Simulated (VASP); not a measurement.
# InAs (F-43m) in VASP: notebook, part 2 of 2

VASP 6.6.1. The steps go on from the part before.

### Step 3. Relaxation of cell and atoms, LDA

Input file INCAR:

```
ALGO = Normal
EDIFF = 1E-7
EDIFFG = -0.005
ENCUT = 600
GGA = CA
IBRION = 2
ISIF = 3
ISMEAR = 0
LASPH = True
LCHARG = False
LREAL = False
LWAVE = False
NELM = 80
NSW = 90
PREC = Accurate
SIGMA = 0.03
```

Input file KPOINTS:

```
k-points
0
Gamma
  10 10 10
```

Input file POSCAR:

```
InAs                                    
1.0
   -0.0000000000      3.0160780068      3.0160780068
    3.0160780068      0.0000000000      3.0160780068
    3.0160780068      3.0160780068      0.0000000000
  In              As            
     1     1
Direct
     0.0000000000000000    0.0000000000000000    0.0000000000000000
     0.2500000000000000    0.2500000000000000    0.2500000000000000
```

Potentials or basis: VASP PAW LDA potentials, release 64 (In_d, As).

Command:

```bash
$ cat potpaw_LDA.64/In_d/POTCAR potpaw_LDA.64/As/POTCAR > POTCAR
$ mpirun -np 1 vasp_std > vasp.out
```

OUTCAR:

```text
EDIFF = 1E-7
   EDIFFG = -0.005
   ENCUT = 600
   GGA = CA
   IBRION = 2
   ISIF = 3
   ISMEAR = 0
   LASPH = True
   LREAL = False
   NELM = 80
   NSW = 90
   PREC = Accurate

 ion  position               nearest neighbor table
   1  0.000  0.000  0.000-   2 2.61   2 2.61   2 2.61   2 2.61
   2  0.250  0.250  0.250-   1 2.61   1 2.61   1 2.61   1 2.61

  LATTYP: Found a face centered cubic cell.
 ALAT       =     6.0321560136

  Lattice vectors:

 A1 = (   0.0000000000,   3.0160780068,   3.0160780068)
 A2 = (   3.0160780068,   0.0000000000,   3.0160780068)
 A3 = (   3.0160780068,   3.0160780068,   0.0000000000)

Analysis of symmetry for initial positions (statically):
=====================================================================
 Subroutine PRICEL returns:
 Original cell was already a primitive cell.

 Routine SETGRP: Setting up the symmetry group for a
 face centered cubic supercell.

 Subroutine GETGRP returns: Found 24 space group operations
 (whereof 24 operations were pure point group operations)
 out of a pool of 48 trial point group operations.

The static configuration has the point symmetry T_d .

Analysis of symmetry for dynamics (positions and initial velocities):
=====================================================================
 Subroutine PRICEL returns:
 Original cell was already a primitive cell.

 Routine SETGRP: Setting up the symmetry group for a
 face centered cubic supercell.

 Subroutine GETGRP returns: Found 24 space group operations
 (whereof 24 operations were pure point group operations)
 out of a pool of 48 trial point group operations.

The dynamic configuration has the point symmetry T_d .

 Subroutine INISYM returns: Found 24 space group operations
 (whereof 24 operations are pure point group operations),
 and found     1 'primitive' translations

----------------------------------------------------------------------------------------

                                     Primitive cell

  volume of cell :      54.8729

  direct lattice vectors                    reciprocal lattice vectors
     0.000000000  3.016078007  3.016078007    -0.165778206  0.165778206  0.165778206
     3.016078007  0.000000000  3.016078007     0.165778206 -0.165778206  0.165778206
     3.016078007  3.016078007  0.000000000     0.165778206  0.165778206 -0.165778206

  length of vectors
     4.265378422  4.265378422  4.265378422     0.287136275  0.287136275  0.287136275

  position of ions in fractional coordinates (direct lattice)
     0.000000000  0.000000000  0.000000000
     0.250000000  0.250000000  0.250000000

  ion indices of the primitive-cell ions
   primitive index   ion index
                 1           1
                 2           2

----------------------------------------------------------------------------------------

 KPOINTS: k-points

Automatic generation of k-mesh.
 Grid dimensions read from file:
 generate k-points for:   10   10   10

 Generating k-lattice:

  Cartesian coordinates                     Fractional coordinates (reciprocal lattice)
    -0.016577821  0.016577821  0.016577821     0.100000000  0.000000000  0.000000000
     0.016577821 -0.016577821  0.016577821     0.000000000  0.100000000  0.000000000
     0.016577821  0.016577821 -0.016577821     0.000000000  0.000000000  0.100000000

  Length of vectors
     0.028713627  0.028713627  0.028713627

  Shift w.r.t. Gamma in fractional coordinates (k-lattice)
     0.000000000  0.000000000  0.000000000
[... 40 lines left out ...]
   NGXF,Y,Z  is equivalent  to a cutoff of  28.06, 28.06, 28.06 a.u.
 SYSTEM =  unknown system
   PREC   = accura    normal or accurate (medium, high low for compatibility)
   ISTART =      0    job   : 0-new  1-cont  2-samecut
   ICHARG =      2    charge: 1-file 2-atom 10-const
   ISPIN  =      1    spin polarized calculation?
   LNONCOLLINEAR =      F non collinear calculations
   LSORBIT =      F    spin-orbit coupling
   LASPH  =      T    aspherical Exc in radial PAW
   ENCUT  =  600.0 eV  44.10 Ry    6.64 a.u.   8.52  8.52  8.52*2*pi/ulx,y,z
   NELM   =     80;   NELMIN=  2; NELMDL= -5     # of ELM steps
   EDIFF  = 0.1E-06   stopping-criterion for ELM
   LREAL  =      F    real-space projection
   EDIFFG = -.5E-02   stopping-criterion for IOM
   NSW    =     90    number of steps for IOM
   IBRION =      2    ionic relax: 0-MD 1-quasi-New 2-CG
   NFREE  =      1    steps in history (QN), initial steepest desc. (CG)
   ISIF   =      3    stress and relaxation
   ISYM   =      2    0-nonsym 1-usesym 2-fastsym
   POTIM  = 0.5000    time-step for ionic-motion
   TEBEG  =    0.0;   TEEND  =   0.0 temperature during run
   PSTRESS=    0.0 pullay stress
   NELECT =      18.0000    total number of electrons
   NUPDOWN=      -1.0000    fix difference up-down
   EMIN   =  10.00;   EMAX   =-10.00  energy-range for DOS
   EFERMI =   0.00;   METHOD = LEGACY
   ISMEAR =     0;   SIGMA  =   0.03  broadening in eV -4-tet -1-fermi 0-gaus
   EFERMI_NEDOS =   21; number of points for ismear=-14 and -15
   IALGO  =     38    algorithm
   IMIX   =      4    mixing-type and parameters
     AMIX     =   0.40;   BMIX     =  1.00
     AMIX_MAG =   1.60;   BMIX_MAG =  1.00
  volume/ion in A,a.u.               =      27.44       185.15
  Fermi-wavevector in a.u.,A,eV,Ry     =   1.129050  2.133595 17.344074  1.274753
  Thomas-Fermi vector in A             =   2.265742
   LORBIT       =      0    0 simple, 1 ext, 2 COOP (PROOUT), +10 PAW based schemes
   GGA     = CA    functional components
   LHFCALC =     F    Hartree Fock is set to
   AEXX    =    0.0000 exact exchange contribution
   IVDW    =     0    specifies the selected vdW correction
   LEPSILON=     F    determine dielectric tensor
   LRPA    =     F    only Hartree local field effects (RPA)
 conjugate gradient relaxation of ions
 non-spin polarized calculation
 Gauss-broadening in eV      SIGMA  =   0.03
  energy-cutoff  :      600.00
  volume of cell :       54.87
 maximum number of plane-waves:      1853
 NGX is ok and might be reduce to    36
   NGX = 17   NGY = 17   NGZ = 17

 number of electron      18.0000003 magnetization

 Free energy of the ion-electron system (eV)
  ---------------------------------------------------
  ext. energy  EPLUGINS =         0.00000000
  ---------------------------------------------------
  free energy    TOTEN  =        -9.02907027 eV

  energy without entropy =       -9.02902399  energy(sigma->0) =       -9.02904713

 E-fermi :   4.4223     XC(G=0):  -9.4439

 val. band max:        4.4131956506   @ k =   0.0000   0.0000   0.0000
 cond. band min:       5.2364707115   @ k =   0.5000   0.0000   0.0000
 fundamental gap:      0.8232750609
 Fermi energy:         4.4223326780

 k-point     1 :       0.0000    0.0000    0.0000
  band No.  band energies     occupation
      1      -9.9590      2.00000
      2      -9.9590      2.00000
      3      -9.9590      2.00000
      4      -9.8273      2.00000
      5      -9.8273      2.00000
      6      -7.5492      2.00000
      7       4.0561      2.00000
      8       4.4132      1.33333
      9       4.4132      1.33333
     10       4.4132      1.33333
     11       8.2393      0.00000
     12       8.2393      0.00000
     13       8.2393      0.00000
[... 354 lines left out ...]
  band No.  band energies     occupation
      1     -10.1163      2.00000
      2      -9.8966      2.00000
      3      -9.8940      2.00000
      4      -9.8555      2.00000
      5      -9.8094      2.00000
      6      -6.0615      2.00000
      7      -0.6579      2.00000
      8       2.1632      2.00000
      9       2.4393      2.00000
     10       6.3264      0.00000
     11       7.1100      0.00000
     12      10.9670      0.00000
     13      11.7405      0.00000

 [... further k-points ...]

------------------------ aborting loop because EDIFF is reached ----------------------------------------

  FORCE on cell =-STRESS in cart. coord.  units (eV):
  Direction    XX          YY          ZZ          XY          YZ          ZX
  --------------------------------------------------------------------------------------
  -------------------------------------------------------------------------------------
  Total       -0.0018716     -0.0018716     -0.0018716     -0.0000000     -0.0000000      0.0000000
  in kB       -0.0546467     -0.0546467     -0.0546467     -0.0000000     -0.0000000      0.0000000
  external PRESSURE =      -0.0546467 kB  Pullay stress =       0.0000000 kB

 VOLUME and BASIS-vectors are now :
 -----------------------------------------------------------------------------
  energy-cutoff  :      600.00
  volume of cell :       54.87
      direct lattice vectors                 reciprocal lattice vectors
     0.000000000  3.016078007  3.016078007    -0.165778206  0.165778206  0.165778206
     3.016078007  0.000000000  3.016078007     0.165778206 -0.165778206  0.165778206
     3.016078007  3.016078007  0.000000000     0.165778206  0.165778206 -0.165778206

 POSITION                                       TOTAL-FORCE (eV/Angst)
 -----------------------------------------------------------------------------------
      0.00000      0.00000      0.00000         0.000000      0.000000     -0.000000
      1.50804      1.50804      1.50804        -0.000000     -0.000000      0.000000
 -----------------------------------------------------------------------------------
    total drift:                                0.000000      0.000000      0.000000

  FREE ENERGIE OF THE ION-ELECTRON SYSTEM (eV)
  ---------------------------------------------------
  free  energy   TOTEN  =        -9.0290702671 eV

  energy  without entropy=       -9.0290239884  energy(sigma->0) =       -9.02904713

 reached required accuracy - stopping structural energy minimisation
```

CONTCAR:

```text
InAs
   1.00000000000000
     0.0000000000000000    3.0160780067999999    3.0160780067999999
     3.0160780067999999    0.0000000000000000    3.0160780067999999
     3.0160780067999999    3.0160780067999999    0.0000000000000000
  In              As
     1     1
Direct
     0.0000000000000000    0.0000000000000000    0.0000000000000000
     0.2500000000000000    0.2500000000000000    0.2500000000000000

  0.00000000E+00  0.00000000E+00  0.00000000E+00
  0.00000000E+00  0.00000000E+00  0.00000000E+00
```

Wall time 31 s (1 thread of Intel Xeon Platinum 8259CL at 2.50GHz (Skylake/Cascade Lake), shared host); peak memory 0.19 GiB.

Results:

| Item | Value |
| --- | --- |
| Free energy | -9.0291 eV |
| Pressure after relaxing | 0.0 GPa |
| Band gap on the k mesh | none (metal or under the smearing width) |

Final structure:
```
CELL_PARAMETERS angstrom
0.00000 3.01608 3.01608
3.01608 0.00000 3.01608
3.01608 3.01608 0.00000
ATOMIC_POSITIONS crystal
In 0.00000 0.00000 0.00000
As 0.25000 0.25000 0.25000
```

Levels at points of the mesh, in eV from the Fermi level:
| k point | band 6 | band 7 | band 8 | band 9 | band 10 | band 11 | band 12 | band 13 |
| --- | --- | --- | --- | --- | --- | --- | --- | --- |
| (0.00, 0.00, 0.00) | -11.97 | -0.37 | -0.01 | -0.01 | -0.01 | 3.82 | 3.82 | 3.82 |
| (0.50, 0.00, 0.00) | -10.47 | -5.88 | -1.02 | -1.02 | 0.81 | 4.60 | 4.60 | 6.69 |
| (0.50, 0.50, 0.00) | -9.91 | -5.96 | -2.38 | -2.38 | 1.40 | 1.95 | 9.04 | 9.18 |

Caveat: the relaxation stopped at its first step, so nothing moved; this crystal is a semiconductor, whose small gap the functional closes, so the metal is an error of the method.
